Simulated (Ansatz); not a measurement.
What a trial cell of Fe relaxes into

Computed with DFT r2SCAN, scalar-relativistic, plane waves, PAW in Ansatz 0.2.0. Cutoff 500 eV, Γ-centred k mesh, Gaussian smearing, collinear spin, first started from parallel moments.

The start puts Fe on the alpha-gallium structure type (Cmce, No. 64), at a guessed volume.

```xyz
4
Lattice="1.9385 -3.2854 0.0000 1.9385 3.2854 0.0000 0.0000 0.0000 3.8822" Properties=species:S:1:pos:R:3 pbc="T T T"
Fe    1.9385    2.2834    0.3048
Fe    1.9385   -1.0021    1.6364
Fe    1.9385   -2.2834    3.5775
Fe    1.9385    1.0021    2.2459
```

Cell and atoms relax at zero pressure; the relaxation can't lower the symmetry of the start. After a coarse first stage the cell is made exact in the group found at 0.06 Å.

Energies count from the standard state of Fe at the same level.

Q: Describe the relaxed structure.

A: It ends in Fmmm (No. 69). Conventional cell: a = 2.582 Å, b = 4.279 Å, c = 9.131 Å. Around Fe lie 9 Fe at 2.42–2.58 Å.

```cif
data_structure
_symmetry_space_group_name_H-M 'Fmmm'
_symmetry_Int_Tables_number 69
_cell_length_a 2.5816
_cell_length_b 4.2792
_cell_length_c 9.1308
_cell_angle_alpha 90.000
_cell_angle_beta 90.000
_cell_angle_gamma 90.000
_cell_volume 100.87
loop_
_atom_site_label
_atom_site_type_symbol
_atom_site_symmetry_multiplicity
_atom_site_Wyckoff_symbol
_atom_site_fract_x
_atom_site_fract_y
_atom_site_fract_z
_atom_site_occupancy
Fe1 Fe 8 i 0.00000 0.00000 0.13232 1
```

Q: What are its volume, energy, gap and moment?

A: The volume per atom is 12.61 Å³ and the density is 7.35 g/cm³. The energy over the standard structure is 0.26 eV/atom, the gap on the 26×26×26 mesh is 0 eV (a metal) and the net moment per atom is 2.83 μB. The largest site moment is 2.91 μB.

The final run used a 26×26×26 mesh on its 2-atom cell and 0.10 eV smearing. For metals, differences of a few meV/atom aren't resolved. The magnetic state reached may not be the lowest. A structure relaxed within its symmetry needn't be a true minimum. The steps took of the order of 30 core-minutes in all.